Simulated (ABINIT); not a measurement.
Here is an ABINIT 10.8.3 (patched build) calculation.

The input run.abi:

```
# Pseudopotentials
pp_dirpath "./"
pseudos "Si.GGA_PBE-JTH.xml"

# Structure
acell 3*1.0 Angstrom
rprim
     3.8313174605     0.0000000000     0.0000000000
    -1.9156587303     3.3180182508     0.0000000000
     0.0000000000     0.0000000000     6.3326220002
ntypat 1
znucl 14
natom 4
typat 1 1 1 1
xcart
     1.9156587304     1.1060060835     5.9336066543
    -0.0000000002     2.2120121673     2.7672956542
     1.9156587304     1.1060060835     3.5653263460
    -0.0000000002     2.2120121673     0.3990153459 Angstrom

# Plane-wave basis
ecut 408.170794 eV
pawecutdg 30.0

# k points
kptopt 1
ngkpt 8 8 4
nshiftk 1
shiftk 0.0 0.0 0.0

# Exchange and correlation
ixc 11

# Bands and occupations
nband 12
occopt 3
tsmear 0.05 eV

# SCF cycle
nstep 100
tolvrs 1.0e-9

# Output
iomode 3
prtwf 0
prtden 0
prteig 0
prtebands 0
enunit 1
```

Potentials or basis: JTH PAW PBE v2.0.

Command:

```bash
$ abinit run.abi > log 2>&1
```

Q: What does it give for the largest force?

A: 0.008 eV/Å.

Q: Predict the band gap on the k mesh.

A: 0.43 eV, indirect (least direct gap 1.04 eV).

Q: Estimate the pressure.

A: 1.3 GPa.

Forces in eV/Å, atoms in the order of the input:
```
Si   0.000  0.000  0.008
Si   0.000  0.000  0.008
Si   0.000  0.000 -0.008
Si   0.000  0.000 -0.008
```

A k mesh can miss the band edges. As with any semilocal functional, this PBE gap is likely too small.
